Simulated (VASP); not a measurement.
A run of VASP 6.6.1:

INCAR

```
SYSTEM = H17ClO8
ALGO = Normal
EDIFF = 1E-6
ENCUT = 520
GGA = PE
ISIF = 2
ISMEAR = -1
IVDW = 12
LASPH = .TRUE.
LCHARG = .TRUE.
LELF = .TRUE.
LREAL = Auto
LVHAR = .TRUE.
LWAVE = .FALSE.
NBANDS = 55
NELM = 80
PREC = Accurate
SIGMA = 0.05
```

KPOINTS

```
k-points
0
G
  1 1 1
  0 0 0
```

File POSCAR:

```
H17ClO8
1.0
    6.6267050000      0.0000000000      0.0000000000
    0.0000000000      6.6267050000      0.0000000000
    0.0000000000      0.0000000000      6.6267050000
O H Cl
8 17 1
Direct
    0.2948071477      1.0528762032      0.1880119909
    0.9579572352      0.5245140685      0.2868695679
    0.2997869982      0.9052160916      0.6593322021
    0.6166413021      0.7911624254      0.4153346195
    0.9586363057      0.2000692652      0.9987769185
    0.1904415543      0.2794148827      0.5101026830
    0.7018571070     -0.0343911491      0.8136321143
    1.0027004371      0.6949456781      0.8632495335
    0.2685346639      1.1301393377      0.3097768801
    0.1701298006      1.0714374640      0.1032338093
    0.8991044569      0.4266373711      0.1986960337
    0.8381541052      0.5876827171      0.3530261269
    0.1950441434      0.8254479413      0.7271034398
    0.2286354983      1.0053412669      0.5809221929
    0.4748513779      0.8314388523      0.4533022068
    0.6267217267      0.8178725324      0.2745859368
    0.9726704297      0.3144700119      0.9013227539
    0.8630080862      0.1124238969      0.9132593046
    0.2745104845      0.3555613235      0.6110729239
    0.1047730358      0.3810641940      0.4303345328
    0.7146538136     -0.0489081678      0.6653532940
    0.5531708443     -0.0545218174      0.8193815780
    1.0563620985      0.6884416916      1.0025495325
    0.8811468143      0.7828928555      0.8699647864
    0.3871154669      0.2492490612      0.1178866420
    0.4696753515      0.4072914065      0.0037575235
```

Potentials or basis: VASP PAW PBE potentials, release 64 (O, H, Cl).

Command:

```sh
$ cat potpaw_PBE.64/O/POTCAR potpaw_PBE.64/H/POTCAR potpaw_PBE.64/Cl/POTCAR > POTCAR
$ mpirun -np 1 vasp_gam > vasp.out
```

Hardware: 1 thread of Intel(R) Xeon(R) Platinum 8488C (Sapphire Rapids), with other jobs on the host.

**Question.** How long does it take, and how much memory?

**Answer.** Wall time 44 s on 1 thread of Intel(R) Xeon(R) Platinum 8488C (Sapphire Rapids), with other jobs on the host, peak memory 0.33 GiB. Counts: scf iterations 16, k points 1.
